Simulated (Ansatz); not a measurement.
Computed with Ansatz, DFT PBE, scalar-relativistic, plane waves, PAW. Settings: cutoff 420 eV, Γ-centred meshes spaced at most about 0.3 Å⁻¹, and about 0.25 Å⁻¹ or finer for metals (2π included), Gaussian smearing. No spin polarisation in the final relaxations.

All energies are static (0 K, no zero-point motion). All come from trial cells, and lower structures may exist.

Task: These unrelaxed guesses for B are each relaxed within their symmetry. Order them by the energy at which they end, lowest first.
1.

```
B
1.0
     3.52873   -5.82408    0.00000
     3.52873    5.82408    0.00000
     0.00000    0.00000    2.82800
B
12
Direct
  0.08004 0.15970 0.75000
  0.15970 0.08004 0.25000
  0.84030 0.91996 0.75000
  0.91996 0.84030 0.25000
  0.63419 0.98615 0.75000
  0.98615 0.63419 0.25000
  0.01385 0.36581 0.75000
  0.36581 0.01385 0.25000
  0.87160 0.35869 0.25000
  0.35869 0.87160 0.75000
  0.64131 0.12840 0.25000
  0.12840 0.64131 0.75000
```

2.

```
B
1.0
    -1.20041    1.20041    2.06799
     1.20041   -1.20041    2.06799
     1.20041    1.20041   -2.06799
B
2
Direct
  0.29191 0.29191 0.00000
  0.70809 0.70809 0.00000
```

Result: 1 (ends in Cmcm, 0 meV/atom), 2 (ends in I4/mmm, 114 meV/atom).

Cells relaxed within their symmetry can be saddle points. The part of the Crystallography Open Database at hand lists B in space groups No. 58, 134, 166; no cell shown has one of them. Some candidate types were left out of the draw beforehand, so a known form may be missing.
